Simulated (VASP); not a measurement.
# Pt in VASP: work function with LDA

Aim: the work function of Pt with LDA.

Program: VASP 6.6.1. These are calculated values, not measurements. Logs are shortened: lines on timing, memory, paths and dates and some standing lists are left out, and cuts for length are marked.

### 1 The slab as given

The cell holds a slab with vacuum, 8 atoms: a = 3.860 Å, b = 3.860 Å, c = 28.852 Å, α = 90.00°, β = 90.00°, γ = 90.00°.

The cell was built by a generator and needn't be a form met in nature.

### 2 Work function, LDA

The input, INCAR:

```
SYSTEM = Pt
ALGO = Normal
DIPOL = 0.5 0.5 0.500
EDIFF = 1E-6
ENCUT = 520
IDIPOL = 3
ISIF = 2
ISMEAR = 1
KPAR = 2
LASPH = .True.
LCHARG = .True.
LDIPOL = .True.
LREAL = .False.
LVACPOTAV = .True.
LVHAR = .True.
LWAVE = .False.
NELM = 80
PREC = Accurate
SIGMA = 0.1
```

The input, KPOINTS:

```
k-points
0
Gamma
  9 9 1
  0 0 0
```

The input, POSCAR:

```
Pt                                      
1.0
    3.8601100000      0.0000000000      0.0000000000
    0.0000000000      3.8601100000      0.0000000000
    0.0000000000      0.0000000000     28.8516774200
  Pt            
     8
Direct
     0.5000000000000000    0.5000000000000000    0.3995937794098475
     0.0000000000000000    0.0000000000000000    0.3995937794098475
     0.0000000000000000    0.5000000000000000    0.4660362993441377
     0.5000000000000000    1.0000000000000000    0.4660362993441377
     0.5000000000000000    0.5000000000000000    0.5339637006558624
     0.0000000000000000    0.0000000000000000    0.5339637006558624
     1.0000000000000000    0.5000000000000000    0.6004062205901527
     0.5000000000000000    1.0000000000000000    0.6004062205901527
```

Potentials or basis: VASP PAW LDA potentials, release 64 (Pt).

Run with:

```console
$ cat potpaw_LDA.64/Pt/POTCAR > POTCAR
$ mpirun -np 2 vasp_std > vasp.out
```

OUTCAR:

```text
SYSTEM = Pt
   EDIFF = 1E-6
   ENCUT = 520
   ISIF = 2
   ISMEAR = 1
   LASPH = .True.
   LREAL = .False.
   NELM = 80
   PREC = Accurate

 ion  position               nearest neighbor table
   1  0.500  0.500  0.400-   3 2.72   4 2.72   4 2.72   3 2.72   2 2.73   2 2.73   2 2.73   2 2.73

   2  0.000  0.000  0.400-   3 2.72   4 2.72   3 2.72   4 2.72   1 2.73   1 2.73   1 2.73   1 2.73

   3  0.000  0.500  0.466-   1 2.72   2 2.72   2 2.72   1 2.72   4 2.73   4 2.73   4 2.73   4 2.73
                             5 2.75   6 2.75   5 2.75   6 2.75
   4  0.500  0.000  0.466-   1 2.72   2 2.72   1 2.72   2 2.72   3 2.73   3 2.73   3 2.73   3 2.73
                             5 2.75   6 2.75   6 2.75   5 2.75
   5  0.500  0.500  0.534-   7 2.72   8 2.72   8 2.72   7 2.72   6 2.73   6 2.73   6 2.73   6 2.73
                             3 2.75   4 2.75   4 2.75   3 2.75
   6  0.000  0.000  0.534-   7 2.72   8 2.72   7 2.72   8 2.72   5 2.73   5 2.73   5 2.73   5 2.73
                             4 2.75   3 2.75   4 2.75   3 2.75
   7  0.000  0.500  0.600-   5 2.72   6 2.72   6 2.72   5 2.72   8 2.73   8 2.73   8 2.73   8 2.73

   8  0.500  0.000  0.600-   5 2.72   6 2.72   5 2.72   6 2.72   7 2.73   7 2.73   7 2.73   7 2.73

  LATTYP: Found a simple tetragonal cell.
 ALAT       =     3.8601100000
 C/A-ratio  =     7.4743148304

  Lattice vectors:

 A1 = (   3.8601100000,   0.0000000000,   0.0000000000)
 A2 = (   0.0000000000,   3.8601100000,   0.0000000000)
 A3 = (   0.0000000000,   0.0000000000,  28.8516774200)

Analysis of symmetry for initial positions (statically):
=====================================================================
 Subroutine PRICEL returns following result:

  LATTYP: Found a simple tetragonal cell.
 ALAT       =     2.7295099571
 C/A-ratio  =    10.5702774026

  Lattice vectors:

 A1 = (   1.9300550000,  -1.9300550000,   0.0000000000)
 A2 = (   1.9300550000,   1.9300550000,   0.0000000000)
 A3 = (   0.0000000000,   0.0000000000,  28.8516774200)

   2 primitive cells build up your supercell.

 Routine SETGRP: Setting up the symmetry group for a
 simple tetragonal supercell.

 Subroutine GETGRP returns: Found 16 space group operations
 (whereof  8 operations were pure point group operations)
 out of a pool of 16 trial point group operations.

The static configuration has the point symmetry C_4v.
 The point group associated with its full space group is D_4h.

Analysis of symmetry for dynamics (positions and initial velocities):
=====================================================================
 Subroutine PRICEL returns following result:

  LATTYP: Found a simple tetragonal cell.
 ALAT       =     2.7295099571
 C/A-ratio  =    10.5702774026

  Lattice vectors:

 A1 = (   1.9300550000,  -1.9300550000,   0.0000000000)
 A2 = (   1.9300550000,   1.9300550000,   0.0000000000)
 A3 = (   0.0000000000,   0.0000000000,  28.8516774200)

   2 primitive cells build up your supercell.

 Routine SETGRP: Setting up the symmetry group for a
 simple tetragonal supercell.

 Subroutine GETGRP returns: Found 16 space group operations
 (whereof  8 operations were pure point group operations)
 out of a pool of 16 trial point group operations.

The dynamic configuration has the point symmetry C_4v.
 The point group associated with its full space group is D_4h.

 Subroutine INISYM returns: Found 16 space group operations
 (whereof  8 operations are pure point group operations),
 and found     2 'primitive' translations

----------------------------------------------------------------------------------------

                                     Primitive cell

  volume of cell :     214.9515

  direct lattice vectors                    reciprocal lattice vectors
     1.930055000 -1.930055000  0.000000000     0.259059975 -0.259059975  0.000000000
     1.930055000  1.930055000  0.000000000     0.259059975  0.259059975  0.000000000
     0.000000000  0.000000000 28.851677420     0.000000000  0.000000000  0.034660030

  length of vectors
     2.729509957  2.729509957 28.851677420     0.366366130  0.366366130  0.034660030

  position of ions in fractional coordinates (direct lattice)
     0.000000000  0.000000000  0.399593779
     0.500000000  0.500000000  0.466036299
     0.000000000  0.000000000  0.533963701
     0.500000000  0.500000000  0.600406221

  ion indices of the primitive-cell ions
   primitive index   ion index
                 1           1
                 2           3
                 3           5
                 4           7

----------------------------------------------------------------------------------------

 KPOINTS: k-points

Automatic generation of k-mesh.
 Grid dimensions read from file:
 generate k-points for:    9    9    1

 Generating k-lattice:

  Cartesian coordinates                     Fractional coordinates (reciprocal lattice)
     0.028784442  0.000000000  0.000000000     0.111111111  0.000000000  0.000000000
     0.000000000  0.028784442  0.000000000     0.000000000  0.111111111  0.000000000
     0.000000000  0.000000000  0.034660030     0.000000000  0.000000000  1.000000000

  Length of vectors
     0.028784442  0.028784442  0.034660030

  Shift w.r.t. Gamma in fractional coordinates (k-lattice)
     0.000000000  0.000000000  0.000000000

 Subroutine IBZKPT returns following result:
 ===========================================

 Found     15 irreducible k-points:

 Following reciprocal coordinates:
            Coordinates               Weight
  0.000000  0.000000  0.000000      1.000000
  0.111111  0.000000  0.000000      4.000000
  0.222222  0.000000  0.000000      4.000000
  0.333333  0.000000  0.000000      4.000000
  0.444444  0.000000  0.000000      4.000000
  0.111111  0.111111  0.000000      4.000000
  0.222222  0.111111  0.000000      8.000000
  0.333333  0.111111  0.000000      8.000000
  0.444444  0.111111  0.000000      8.000000
  0.222222  0.222222  0.000000      4.000000
  0.333333  0.222222  0.000000      8.000000
  0.444444  0.222222  0.000000      8.000000
  0.333333  0.333333  0.000000      4.000000
  0.444444  0.333333  0.000000      8.000000
  0.444444  0.444444  0.000000      4.000000
   k-points           NKPTS =     15   k-points in BZ     NKDIM =     15   number of bands    NBANDS=     48
   number of dos      NEDOS =    301   number of ions     NIONS =      8
   total plane-waves  NPLWV = 194400
   dimension x,y,z NGX =    30 NGY =   30 NGZ =  216
   dimension x,y,z NGXF=    60 NGYF=   60 NGZF=  432
   ions per type =               8
   NGX,Y,Z   is equivalent  to a cutoff of  12.92, 12.92, 12.45 a.u.
   NGXF,Y,Z  is equivalent  to a cutoff of  25.84, 25.84, 24.89 a.u.
 SYSTEM =  Pt
   PREC   = accura    normal or accurate (medium, high low for compatibility)
   ISTART =      0    job   : 0-new  1-cont  2-samecut
   ICHARG =      2    charge: 1-file 2-atom 10-const
   ISPIN  =      1    spin polarized calculation?
   LNONCOLLINEAR =      F non collinear calculations
   LSORBIT =      F    spin-orbit coupling
   LASPH  =      T    aspherical Exc in radial PAW
   ENCUT  =  520.0 eV  38.22 Ry    6.18 a.u.   7.18  7.18 53.65*2*pi/ulx,y,z
   NELM   =     80;   NELMIN=  2; NELMDL= -5     # of ELM steps
   EDIFF  = 0.1E-05   stopping-criterion for ELM
   LREAL  =      F    real-space projection
   EDIFFG = 0.1E-04   stopping-criterion for IOM
   NSW    =      0    number of steps for IOM
   IBRION =     -1    ionic relax: 0-MD 1-quasi-New 2-CG
   NFREE  =      0    steps in history (QN), initial steepest desc. (CG)
   ISIF   =      2    stress and relaxation
   ISYM   =      2    0-nonsym 1-usesym 2-fastsym
   POTIM  = 0.5000    time-step for ionic-motion
   TEBEG  =    0.0;   TEEND  =   0.0 temperature during run
   PSTRESS=    0.0 pullay stress
   NELECT =      80.0000    total number of electrons
   NUPDOWN=      -1.0000    fix difference up-down
   EMIN   =  10.00;   EMAX   =-10.00  energy-range for DOS
   EFERMI =   0.00;   METHOD = LEGACY
   ISMEAR =     1;   SIGMA  =   0.10  broadening in eV -4-tet -1-fermi 0-gaus
   EFERMI_NEDOS =   21; number of points for ismear=-14 and -15
   IALGO  =     38    algorithm
   IMIX   =      4    mixing-type and parameters
     AMIX     =   0.40;   BMIX     =  1.00
     AMIX_MAG =   1.60;   BMIX_MAG =  1.00
  volume/ion in A,a.u.               =      53.74       362.64
  Fermi-wavevector in a.u.,A,eV,Ry     =   0.934648  1.766228 11.885596  0.873567
  Thomas-Fermi vector in A             =   2.061474
   LORBIT       =      0    0 simple, 1 ext, 2 COOP (PROOUT), +10 PAW based schemes
   GGA     = CA    functional components
   LHFCALC =     F    Hartree Fock is set to
   AEXX    =    0.0000 exact exchange contribution
   IVDW    =     0    specifies the selected vdW correction
   LEPSILON=     F    determine dielectric tensor
   LRPA    =     F    only Hartree local field effects (RPA)
 non-spin polarized calculation
 Methfessel and Paxton  Order N= 1 SIGMA  =   0.10
  energy-cutoff  :      520.00
  volume of cell :      429.90
 maximum number of plane-waves:     11604
 NGX is ok and might be reduce to    30
   NGX = 15   NGY = 15   NGZ =107

 dipolmoment           0.000000      0.000000     -0.000000 electrons x Angstroem

 number of electron      79.9999978 magnetization

 dipolmoment           0.000000      0.000000      0.000000 electrons x Angstroem

 Free energy of the ion-electron system (eV)
  ---------------------------------------------------
  ext. energy  EPLUGINS =         0.00000000
  ---------------------------------------------------
  free energy    TOTEN  =       -55.62301385 eV

  energy without entropy =      -55.61506928  energy(sigma->0) =      -55.62036566

 E-fermi :  -1.2534     XC(G=0):  -4.4875

 val. band max:       -1.2587030921   @ k =   0.4444   0.2222   0.0000
 cond. band min:      -1.2517841696   @ k =   0.3333   0.2222   0.0000
 fundamental gap:      0.0069189225
 Fermi energy:        -1.2534469653

 k-point     1 :       0.0000    0.0000    0.0000
  band No.  band energies     occupation
      1     -11.2135      2.00000
      2      -9.4034      2.00000
      3      -8.2979      2.00000
      4      -8.2664      2.00000
      5      -8.2664      2.00000
      6      -8.0243      2.00000
[... 754 lines left out ...]
     47       0.7801      0.00000
     48       1.7174      0.00000

------------------------ aborting loop because EDIFF is reached ----------------------------------------

  FORCE on cell =-STRESS in cart. coord.  units (eV):
  Direction    XX          YY          ZZ          XY          YZ          ZX
  --------------------------------------------------------------------------------------
  -------------------------------------------------------------------------------------
  Total       -5.3433083     -5.3433083     -0.0874522      0.0000000      0.0000000      0.0000000
  in kB      -19.9136279    -19.9136279     -0.3259200      0.0000000      0.0000000      0.0000000
  external PRESSURE =     -13.3843920 kB  Pullay stress =       0.0000000 kB

 VOLUME and BASIS-vectors are now :
 -----------------------------------------------------------------------------
  energy-cutoff  :      520.00
  volume of cell :      429.90
      direct lattice vectors                 reciprocal lattice vectors
     3.860110000  0.000000000  0.000000000     0.259059975  0.000000000  0.000000000
     0.000000000  3.860110000  0.000000000     0.000000000  0.259059975  0.000000000
     0.000000000  0.000000000 28.851677420     0.000000000  0.000000000  0.034660030

 POSITION                                       TOTAL-FORCE (eV/Angst)
 -----------------------------------------------------------------------------------
      1.93006      1.93006     11.52895        -0.000000     -0.000000     -0.004875
      0.00000      0.00000     11.52895         0.000000     -0.000000     -0.004875
      0.00000      1.93006     13.44593        -0.000000     -0.000000      0.010727
      1.93006      0.00000     13.44593        -0.000000     -0.000000      0.010727
      1.93006      1.93006     15.40575         0.000000      0.000000     -0.010727
      0.00000      0.00000     15.40575         0.000000      0.000000     -0.010727
      0.00000      1.93006     17.32273        -0.000000     -0.000000      0.004875
      1.93006      0.00000     17.32273        -0.000000     -0.000000      0.004875
 -----------------------------------------------------------------------------------
    total drift:                                0.000000      0.000000      0.000000

  FREE ENERGIE OF THE ION-ELECTRON SYSTEM (eV)
  ---------------------------------------------------
  free  energy   TOTEN  =       -55.6230138518 eV

  energy  without entropy=      -55.6150692837  energy(sigma->0) =      -55.62036566

 vacuum level on the upper side and lower side of the slab         4.827         4.827
```

Wall time 2.3 min (2 MPI ranks of AMD EPYC 9R45 (Zen 5), shared host); peak memory 0.45 GiB.

What came out:

```yaml
Free_energy: -55.6230 eV
Largest_force: 0.011 eV/Å
Band_gap_on_the_k_mesh: none (metal or under the smearing width)
Work_function_of_the_upper_face: 6.08 eV
Work_function_of_the_lower_face: 6.08 eV
```

Forces in eV/Å, atoms in the order of the input:
```
Pt   0.000  0.000 -0.005
Pt   0.000  0.000 -0.005
Pt   0.000  0.000  0.011
Pt   0.000  0.000  0.011
Pt   0.000  0.000 -0.011
Pt   0.000  0.000 -0.011
Pt   0.000  0.000  0.005
Pt   0.000  0.000  0.005
```

The run has no spin-orbit coupling, so splittings on Pt are missing.
